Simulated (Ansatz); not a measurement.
# EuS (rocksalt type): how the settings move a single-point run

How sensitive is a single-point run of EuS (rocksalt type) to its settings? A reference run comes first, then one run with altered input.

Method: reference: DFT, PBE, PAW with Ansatz's default frozen-core files, scalar-relativistic, in Ansatz 0.2.0.

### 1 The structure to begin with

The structure is cubic, space group Fm-3m (No. 225). The conventional cell has a = 5.887 Å, b = 5.887 Å, c = 5.887 Å, α = 90.00°, β = 90.00°, γ = 90.00°. Eu (site symmetry m-3m) has 6 S at 2.94 Å as nearest neighbours. S (site symmetry m-3m) has 6 Eu at 2.94 Å as nearest neighbours.

Structure file:

```xyz
2
Lattice="0.0000 2.9436 2.9436 2.9436 0.0000 2.9436 2.9436 2.9436 0.0000" Properties=species:S:1:pos:R:3 pbc="T T T"
Eu    0.0000    0.0000    0.0000
S     2.9436    2.9436    2.9436
```

### 2 The reference run

input.yaml reads:

```yaml
crystal:
  lattice:
    - [0.0, 2.9435905519, 2.9435905519]
    - [2.9435905519, 0.0, 2.9435905519]
    - [2.9435905519, 2.9435905519, 0.0]
  atoms:
    - { symbol: Eu, position: [0.0, 0.0, 0.0], spin: 7.0 }
    - { symbol: S, position: [0.5, 0.5, 0.5] }
magnetization:
  spin_polarized: true
kpoints:
  mp_grid: { grid: [10, 10, 10] }
scf:
  occupations: { method: fermi_dirac, width: 0.08 }
hamiltonian:
  xc: pbe
  pseudopotentials: { kind: paw }
output:
  forces: true
  stress: true
  eigenvalues: true
  efg: { contact_densities: true }
```

The run is started by

```
$ ansatz run input.yaml --threads 1 --pin off --max-ram 3072MiB --backend cpu --events-out ev --progress --plain --runs-dir out
```

### 3 Changing settings: mp_grid.shift [0.5, 0.5, 0.5]

input.yaml, as its differences from that of step 2:

```diff
@@ -11,3 +11,3 @@
 kpoints:
-  mp_grid: { grid: [10, 10, 10] }
+  mp_grid: { grid: [10, 10, 10], shift: [0.5, 0.5, 0.5] }
 scf:
```

Before running it: what results should come out? Wanted: for each run, ending; energy change; pressure; abs. moment; force.

As calculated:

| run | ending | energy change | pressure (GPa) | abs. moment (μB) | force (eV/Å) | cycles | time |
| --- | --- | --- | --- | --- | --- | --- | --- |
| reference | converged | 0 | -1.0 | 7.09 | 0.00 | 12 | 12 s |
| 1: mp_grid.shift [0.5, 0.5, 0.5] | converged | 0.0 meV/atom | -1.0 | 7.09 | 0.00 | 12 | 24 s |

Residual by cycle in the longest SCF loop of each run; runs are numbered as in the table. The quantity is the density residual dr2, in eV.

```
cycle  reference    run 1
    1       0.91    0.905
    2      0.463    0.464
    3      0.119     0.12
    4      0.044   0.0447
    5      0.025   0.0256
    6    0.00312  0.00345
    7     3.9e-4   2.8e-4
    8     3.4e-4   3.0e-4
    9     3.7e-5   9.5e-6
   10     1.2e-6   1.1e-6
   11     9.4e-8   2.7e-8
   12     3.3e-8   2.8e-9
```

What this shows: Changing the k-point mesh leaves the energy as it was (0.0 meV/atom). Cost: 24 s against 12 s.
